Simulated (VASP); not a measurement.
A run of VASP 6.6.1 is set up as follows.

INCAR

```
  PREC = Accurate
  ENCUT = 520
  EDIFF = 1E-7
  ISMEAR = -1
  SIGMA = 0.05
  LREAL = False
  LASPH = True
  NELM = 100
  ALGO = Normal
  ISIF = 2
  LWAVE = False
  LCHARG = True
  ISPIN = 2
  MAGMOM = 1 1 1 0
  LORBIT = 11
  LMAXMIX = 4
  GGA = PS
  LELF = True
  LVHAR = True
  NBANDS = 28
```

Contents of KPOINTS:

```
regular mesh
0
Gamma
  6 6 6
```

The input POSCAR:

```
AlNi3
1.0
    3.5230547267      0.0000000000      0.0000000000
    0.0000000000      3.5230547267      0.0000000000
    0.0000000000      0.0000000000      3.5230547267
Ni Al
3 1
Direct
    0.5000000000      0.5000000000      0.0000000000
    0.5000000000      0.0000000000      0.5000000000
    0.0000000000      0.5000000000      0.5000000000
    0.0000000000      0.0000000000      0.0000000000
```

Potentials or basis: VASP PAW PBE potentials, release 64 (Ni, Al).

Launch:

```sh
$ cat potpaw_PBE.64/Ni/POTCAR potpaw_PBE.64/Al/POTCAR > POTCAR
$ mpirun -np 1 vasp_std > vasp.out
```

Question: Estimate the net moment.

Answer: 0.66 μB per cell.

Question: What does it give for the pressure?

Answer: -0.5 GPa.

Caveat: the PAW data sets were made with another functional, which shifts forces and pressure a little.
